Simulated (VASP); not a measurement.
# GaAs (F-43m) in VASP: settings compared, part 2 of 2

VASP 6.6.1. The steps go on from the part before.

### 4 Relaxation of cell and atoms, LDA

This run uses another cell than the first one, of 22.59 Å³/atom, 0.995 times its volume.

Contents of INCAR:

```
ALGO = Normal
EDIFF = 1E-6
EDIFFG = -0.01
ENCUT = 600
IBRION = 2
ISIF = 3
ISMEAR = 0
LASPH = True
LCHARG = False
LREAL = False
LWAVE = False
NELM = 80
NSW = 90
PREC = Accurate
SIGMA = 0.03
```

Contents of KPOINTS:

```
k-points
0
Gamma
  10 10 10
```

Contents of POSCAR:

```
GaAs
1.0
    0.0000000000      2.8268500000      2.8268500000
    2.8268500000      0.0000000000      2.8268500000
    2.8268500000      2.8268500000      0.0000000000
Ga As
1 1
Direct
    0.0000000000      0.0000000000      0.0000000000
    0.2500000000      0.2500000000      0.2500000000
```

Potentials or basis: VASP PAW LDA potentials, release 64 (Ga_d, As).

On the command line:

```console
> cat potpaw_LDA.64/Ga_d/POTCAR potpaw_LDA.64/As/POTCAR > POTCAR
> mpirun -np 1 vasp_std > vasp.out
```

OUTCAR:

```text
EDIFF = 1E-6
   EDIFFG = -0.01
   ENCUT = 600
   IBRION = 2
   ISIF = 3
   ISMEAR = 0
   LASPH = True
   LREAL = False
   NELM = 80
   NSW = 90
   PREC = Accurate

 ion  position               nearest neighbor table
   1  0.000  0.000  0.000-   2 2.45   2 2.45   2 2.45   2 2.45
   2  0.250  0.250  0.250-   1 2.45   1 2.45   1 2.45   1 2.45

  LATTYP: Found a face centered cubic cell.
 ALAT       =     5.6537000000

  Lattice vectors:

 A1 = (   0.0000000000,   2.8268500000,   2.8268500000)
 A2 = (   2.8268500000,   0.0000000000,   2.8268500000)
 A3 = (   2.8268500000,   2.8268500000,   0.0000000000)

Analysis of symmetry for initial positions (statically):
=====================================================================
 Subroutine PRICEL returns:
 Original cell was already a primitive cell.

 Routine SETGRP: Setting up the symmetry group for a
 face centered cubic supercell.

 Subroutine GETGRP returns: Found 24 space group operations
 (whereof 24 operations were pure point group operations)
 out of a pool of 48 trial point group operations.

The static configuration has the point symmetry T_d .

Analysis of symmetry for dynamics (positions and initial velocities):
=====================================================================
 Subroutine PRICEL returns:
 Original cell was already a primitive cell.

 Routine SETGRP: Setting up the symmetry group for a
 face centered cubic supercell.

 Subroutine GETGRP returns: Found 24 space group operations
 (whereof 24 operations were pure point group operations)
 out of a pool of 48 trial point group operations.

The dynamic configuration has the point symmetry T_d .

 Subroutine INISYM returns: Found 24 space group operations
 (whereof 24 operations are pure point group operations),
 and found     1 'primitive' translations

----------------------------------------------------------------------------------------

                                     Primitive cell

  volume of cell :      45.1792

  direct lattice vectors                    reciprocal lattice vectors
     0.000000000  2.826850000  2.826850000    -0.176875321  0.176875321  0.176875321
[... 83 lines left out ...]
   LASPH  =      T    aspherical Exc in radial PAW
   ENCUT  =  600.0 eV  44.10 Ry    6.64 a.u.   7.98  7.98  7.98*2*pi/ulx,y,z
   NELM   =     80;   NELMIN=  2; NELMDL= -5     # of ELM steps
   EDIFF  = 0.1E-05   stopping-criterion for ELM
   LREAL  =      F    real-space projection
   EDIFFG = -.1E-01   stopping-criterion for IOM
   NSW    =     90    number of steps for IOM
   IBRION =      2    ionic relax: 0-MD 1-quasi-New 2-CG
   NFREE  =      1    steps in history (QN), initial steepest desc. (CG)
   ISIF   =      3    stress and relaxation
   ISYM   =      2    0-nonsym 1-usesym 2-fastsym
   POTIM  = 0.5000    time-step for ionic-motion
   TEBEG  =    0.0;   TEEND  =   0.0 temperature during run
   PSTRESS=    0.0 pullay stress
   NELECT =      18.0000    total number of electrons
   NUPDOWN=      -1.0000    fix difference up-down
   EMIN   =  10.00;   EMAX   =-10.00  energy-range for DOS
   EFERMI =   0.00;   METHOD = LEGACY
   ISMEAR =     0;   SIGMA  =   0.03  broadening in eV -4-tet -1-fermi 0-gaus
   EFERMI_NEDOS =   21; number of points for ismear=-14 and -15
   IALGO  =     38    algorithm
   IMIX   =      4    mixing-type and parameters
     AMIX     =   0.40;   BMIX     =  1.00
     AMIX_MAG =   1.60;   BMIX_MAG =  1.00
  volume/ion in A,a.u.               =      22.59       152.44
  Fermi-wavevector in a.u.,A,eV,Ry     =   1.204628  2.276417 19.743799  1.451128
  Thomas-Fermi vector in A             =   2.340347
   LORBIT       =      0    0 simple, 1 ext, 2 COOP (PROOUT), +10 PAW based schemes
   GGA     = CA    functional components
   LHFCALC =     F    Hartree Fock is set to
   AEXX    =    0.0000 exact exchange contribution
   IVDW    =     0    specifies the selected vdW correction
   LEPSILON=     F    determine dielectric tensor
   LRPA    =     F    only Hartree local field effects (RPA)
 conjugate gradient relaxation of ions
 non-spin polarized calculation
 Gauss-broadening in eV      SIGMA  =   0.03
  energy-cutoff  :      600.00
  volume of cell :       45.18
 maximum number of plane-waves:      1524
   NGX = 15   NGY = 15   NGZ = 15

--------------------------------------- Ionic step        1  -------------------------------------------

 number of electron      18.0000011 magnetization

 Free energy of the ion-electron system (eV)
  ---------------------------------------------------
  ext. energy  EPLUGINS =         0.00000000
  ---------------------------------------------------
  free energy    TOTEN  =        -9.63593721 eV

  energy without entropy =       -9.63593721  energy(sigma->0) =       -9.63593721

 E-fermi :   3.9726     XC(G=0):  -9.9125

 val. band max:        3.8001667606   @ k =   0.0000   0.0000   0.0000
 cond. band min:       4.1322729771   @ k =   0.0000   0.0000   0.0000
 fundamental gap:      0.3321062164
 Fermi energy:         3.9725792103
[... 848 lines left out ...]
--------------------------------------- Ionic step        3  -------------------------------------------

 number of electron      18.0000006 magnetization

 Free energy of the ion-electron system (eV)
  ---------------------------------------------------
  ext. energy  EPLUGINS =         0.00000000
  ---------------------------------------------------
  free energy    TOTEN  =        -9.64124007 eV

  energy without entropy =       -9.64124007  energy(sigma->0) =       -9.64124007

 E-fermi :   4.1924     XC(G=0): -10.0140

 val. band max:        4.0221870898   @ k =   0.0000   0.0000   0.0000
 cond. band min:       4.5277667137   @ k =   0.0000   0.0000   0.0000
 fundamental gap:      0.5055796239
 Fermi energy:         4.1923895577
[... 413 lines left out ...]
  FREE ENERGIE OF THE ION-ELECTRON SYSTEM (eV)
  ---------------------------------------------------
  free  energy   TOTEN  =        -9.6412400740 eV

  energy  without entropy=       -9.6412400740  energy(sigma->0) =       -9.64124007

 reached required accuracy - stopping structural energy minimisation
```

OSZICAR:

```text
N       E                     dE             d eps       ncg     rms          rms(c)
DAV:   1     0.837964680767E+02    0.83796E+02   -0.98544E+03  1230   0.205E+03
DAV:   2    -0.288323924470E+01   -0.86680E+02   -0.83656E+02  1318   0.349E+02
DAV:   3    -0.973565684629E+01   -0.68524E+01   -0.67925E+01  1557   0.787E+01
[... 22 lines left out ...]
DAV:   3    -0.964160654870E+01    0.34408E-02   -0.42609E-03  1607   0.137E+00    0.746E-02
DAV:   4    -0.964128906449E+01    0.31748E-03   -0.38154E-04  1479   0.315E-01    0.262E-02
DAV:   5    -0.964124154346E+01    0.47521E-04   -0.25918E-05  1579   0.769E-02    0.713E-03
DAV:   6    -0.964124013049E+01    0.14130E-05   -0.23726E-06   984   0.264E-02    0.397E-03
DAV:   7    -0.964124007401E+01    0.56485E-07   -0.38505E-07   611   0.130E-02
   3 F= -.96412401E+01 E0= -.96412401E+01  d E =-.530287E-02
```

CONTCAR:

```text
GaAs
   1.00000000000000
    -0.0000000000000000    2.8053051463561736    2.8053051463561736
     2.8053051463561736   -0.0000000000000000    2.8053051463561736
     2.8053051463561736    2.8053051463561736   -0.0000000000000000
  Ga              As
     1     1
Direct
     0.0000000000000000    0.0000000000000000    0.0000000000000000
     0.2500000000000000    0.2500000000000000    0.2500000000000000

  0.00000000E+00  0.00000000E+00  0.00000000E+00
  0.00000000E+00  0.00000000E+00  0.00000000E+00
```

Wall time 51 s (1 thread of AMD EPYC 7R13 (Zen 3), shared host); peak memory 0.16 GiB.

Results:

```yaml
Free_energy: -9.6412 eV
Relaxed_volume: 22.08 Å³/atom
Relaxed_cell: a = 3.967 Å, b = 3.967 Å, c = 3.967 Å, α = 60.00°, β = 60.00°, γ = 60.00°
Space_group_after_relaxing_to_0.05_Å: F-43m (No. 216)
Energy_gained_by_relaxing: 2.7 meV/atom
Ionic_steps: 3
Pressure_after_relaxing: 0.0 GPa
Band_gap_on_the_k_mesh: 0.51 eV, direct
```

Step by step:
| step | energy change (eV) | largest force (eV/Å) | pressure (GPa) | volume (Å³) |
| --- | --- | --- | --- | --- |
| 1 | 0.0000 | 0.0000 | -1.63 | 45.18 |
| 2 | -0.0042 | 0.0000 | 0.76 | 43.69 |
| 3 | -0.0053 | 0.0000 | 0.01 | 44.15 |

Final structure:
```
CELL_PARAMETERS angstrom
0.00000 2.80531 2.80531
2.80531 0.00000 2.80531
2.80531 2.80531 0.00000
ATOMIC_POSITIONS crystal
Ga 0.00000 0.00000 0.00000
As 0.25000 0.25000 0.25000
```

Levels at points of the mesh, in eV from the valence-band top:
```
           k point  band 6  band 7  band 8  band 9  band 10  band 11  band 12  band 13
(0.00, 0.00, 0.00)  -12.93    0.00    0.00    0.00     0.51     3.68     3.68     3.68
(0.50, 0.00, 0.00)  -11.10   -6.82   -1.18   -1.18     0.93     4.59     4.59     7.59
(0.50, 0.50, 0.00)  -10.32   -6.98   -2.77   -2.77     1.30     1.54    10.23    10.23
```

A k mesh can miss the band edges. LDA usually gives volumes a few per cent too small.

### 5 Relaxation of cell and atoms, LDA

This run uses another cell than the first one, of 22.08 Å³/atom, 0.973 times its volume.

INCAR, as its differences from that of step 4:

```diff
@@ -1,4 +1,4 @@
 ALGO = Normal
-EDIFF = 1E-6
-EDIFFG = -0.01
+EDIFF = 1E-7
+EDIFFG = -0.005
 ENCUT = 600
```

KPOINTS is that of step 4.

Contents of POSCAR:

```
GaAs                                    
1.0
   -0.0000000000      2.8053051464      2.8053051464
    2.8053051464     -0.0000000000      2.8053051464
    2.8053051464      2.8053051464     -0.0000000000
  Ga              As            
     1     1
Direct
     0.0000000000000000    0.0000000000000000    0.0000000000000000
     0.2500000000000000    0.2500000000000000    0.2500000000000000
```

On the command line:

```console
> cat potpaw_LDA.64/Ga_d/POTCAR potpaw_LDA.64/As/POTCAR > POTCAR
> mpirun -np 1 vasp_std > vasp.out
```

It took 24 s on 1 thread of AMD EPYC 7R13 (Zen 3), shared host; peak memory 0.14 GiB.

Results (log left out):

```
Free energy             : -9.6411 eV
Pressure after relaxing : 0.0 GPa
Band gap on the k mesh  : 0.51 eV, direct
```

Final structure:
```xyz
2
Lattice="0.0000 2.8053 2.8053 2.8053 0.0000 2.8053 2.8053 2.8053 0.0000" Properties=species:S:1:pos:R:3 pbc="T T T"
Ga    0.0000    0.0000    0.0000
As    1.4027    1.4027    1.4027
```

Levels at points of the mesh, in eV from the valence-band top:
```csv
k point,band 5,band 6,band 7,band 8,band 9,band 10,band 11,band 12,band 13
"(0.00, 0.00, 0.00)",-14.89,-12.93,0.00,0.00,0.00,0.51,3.68,3.68,3.68
"(0.50, 0.00, 0.00)",-14.88,-11.10,-6.82,-1.18,-1.18,0.93,4.59,4.59,7.59
"(0.50, 0.50, 0.00)",-14.87,-10.32,-6.98,-2.77,-2.77,1.30,1.54,10.23,10.23
```

Caveat: the relaxation stopped at its first step, so nothing moved. A k mesh can miss the band edges.

### 6 The runs side by side

| task | level | potentials or basis | cell | k mesh | cutoff (eV) | gap on the mesh (eV) | pressure (GPa) |
| --- | --- | --- | --- | --- | --- | --- | --- |
| relaxation of cell and atoms | PBEsol | VASP PAW PBE potentials, release 64 (Ga_d, As) | relaxed | 10 × 10 × 10 | 600 | 0.42 | 0.0 |
| single point | PBEsol | VASP PAW PBE potentials, release 64 (Ga_d, As) | F-43m, 22.59 Å³/atom | 6 × 6 × 6 | 520 | 0.45 | 0.3 |
| relaxation of cell and atoms | LDA | VASP PAW LDA potentials, release 64 (Ga_d, As) | relaxed | 10 × 10 × 10 | 600 | 0.51 | 0.0 |

Alike in all rows: no spin polarisation; smearing gaussian 0.03 eV.

Caveats: the relaxation stopped at its first step, so nothing moved (some runs); the PAW data sets were made with another functional, which shifts forces and pressure a little (some runs).

Total energies depend on the potentials used, so only differences within one code and one set of settings carry meaning.

### 7 Against experiment

Step 3. Measured gap of GaAs: 1.418 eV (direct; 300 K; “Evidence of valence band perturbations in GaAsN/GaAs(001): A combined variable-angle spectroscopic ellipsometry and modulated photoreflectance investigation”, 2008, arxiv:0805.2212). This calculation gives 0.45 eV (-0.97 eV). 3 values of this kind are on record (1.412 to 1.51 eV); this one was drawn at random among those near their median, those with a stated uncertainty first. Spin-orbit coupling on As, Ga is left out. The value is that of PBEsol on a finite k mesh, which can miss the band edges, without temperature or zero-point motion. Semilocal functionals fall short of measured gaps as a rule.
